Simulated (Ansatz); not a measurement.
**GaAs: band structure with PBE**

**Experimental background.**

From “Evidence of valence band perturbations in GaAsN/GaAs(001): A combined variable-angle spectroscopic ellipsometry and modulated photoreflectance investigation”, 2008, arxiv:0805.2212, for a bulk crystal of GaAs at 300 K: band gap 1.418 ± 0.005 eV (direct).

GaAs:

```
As Ga
1.0
     0.00000    2.82685    2.82685
     2.82685    0.00000    2.82685
     2.82685    2.82685    0.00000
As Ga
1 1
Cartesian
  4.2403 4.2403 4.2403
  0.0000 0.0000 0.0000
```

| Quantity | Value |
| --- | --- |
| Program | Ansatz 0.2.0 |
| Task | band structure |
| Functional | PBE |
| Potentials or basis | Ansatz PAW |
| Cutoff | 420 eV (not typed: the program's choice for these potentials) |
| k mesh | 8 × 8 × 8 |
| Occupations | fermi-dirac, width 0.05 eV |
| Spin | no spin polarisation |
| Path | [["G", "X", "W", "K", "G", "L", "U", "W", "L", "K"], ["U", "X"]] |
| Points for each segment of the path | 14 |

The pressure is 3.3 GPa. The band gap on the k mesh is 0.52 eV, direct and the band gap along the path is 0.52 eV, direct.

Levels at the corners of the path, in eV from the valence-band top:
| point | band 11 | band 12 | band 13 | band 14 | band 15 | band 16 | band 17 | band 18 |
| --- | --- | --- | --- | --- | --- | --- | --- | --- |
| Γ | -12.73 | 0.00 | 0.00 | 0.00 | 0.52 | 3.74 | 3.74 | 3.74 |
| X | -10.23 | -6.81 | -2.67 | -2.67 | 1.47 | 1.66 | 10.17 | 10.17 |
| W | -10.17 | -6.62 | -3.53 | -3.34 | 4.62 | 4.72 | 5.42 | 6.05 |
| K | -10.26 | -6.62 | -3.85 | -2.26 | 1.97 | 4.64 | 7.96 | 8.07 |
| Γ | -12.73 | 0.00 | 0.00 | 0.00 | 0.52 | 3.74 | 3.74 | 3.74 |
| L | -10.96 | -6.63 | -1.14 | -1.14 | 1.00 | 4.65 | 4.65 | 7.76 |
| U | -10.26 | -6.62 | -3.85 | -2.26 | 1.97 | 4.64 | 7.96 | 8.07 |
| W | -10.17 | -6.62 | -3.53 | -3.34 | 4.62 | 4.72 | 5.42 | 6.05 |
| L | -10.96 | -6.63 | -1.14 | -1.14 | 1.00 | 4.65 | 4.65 | 7.76 |
| K | -10.26 | -6.62 | -3.85 | -2.26 | 1.97 | 4.64 | 7.96 | 8.07 |
| U | -10.26 | -6.62 | -3.85 | -2.26 | 1.97 | 4.64 | 7.96 | 8.07 |
| X | -10.23 | -6.81 | -2.67 | -2.67 | 1.47 | 1.66 | 10.17 | 10.17 |

It took 12 s on 2 threads of Intel(R) Xeon(R) Processor @ 2.50GHz (Skylake/Cascade Lake) (shared host), peak memory 0.36 GiB.

Measured gap of GaAs: 1.418 eV (direct; 300 K; “Evidence of valence band perturbations in GaAsN/GaAs(001): A combined variable-angle spectroscopic ellipsometry and modulated photoreflectance investigation”, 2008, arxiv:0805.2212). This calculation gives 0.52 eV (-0.90 eV). 3 values of this kind are on record (1.412 to 1.51 eV); this one was drawn at random among those near their median, those with a stated uncertainty first. Spin-orbit coupling on As, Ga is left out. The value is that of PBE, without temperature or zero-point motion. Semilocal functionals fall short of measured gaps as a rule.
